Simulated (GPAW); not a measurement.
MgO2:

```
Mg O
1.0
     4.82861    0.00000    0.00000
     0.00000    4.82861    0.00000
     0.00000    0.00000    4.82861
Mg O
4 8
Cartesian
  0.0000 0.0000 0.0000
  2.4143 0.0000 2.4143
  2.4143 2.4143 0.0000
  0.0000 2.4143 2.4143
  2.8461 4.3968 0.4318
  4.3968 0.4318 2.8461
  0.4318 2.8461 4.3968
  1.9825 1.9825 1.9825
  2.8461 2.8461 2.8461
  4.3968 1.9825 0.4318
  0.4318 4.3968 1.9825
  1.9825 0.4318 4.3968
```

The cell is a database's computed one.

Base run:

* Program: GPAW 26.7.0
* Functional: PBEsol
* Potentials or basis: PAW data sets generated in the run's folder for this functional
* Cutoff: 800 eV
* Basis: pw
* k mesh: 6 × 6 × 6
* Occupations: fermi-dirac, width 0.05 eV
* Spin: no spin polarisation

Its results: band gap on the k mesh 3.89 eV, indirect (least direct gap 4.02 eV); pressure 0.9 GPa; largest force 0.372 eV/Å.

The run is repeated on the same cell with these changes: functional from PBEsol to BLYP. What comes out?

Band gap on the k mesh 4.10 eV, indirect (least direct gap 4.23 eV); pressure 8.6 GPa; largest force 0.398 eV/Å.

BLYP binds less tightly than PBEsol, so the same cell stands under more pressure.

Not every run made on this cell is shown here.
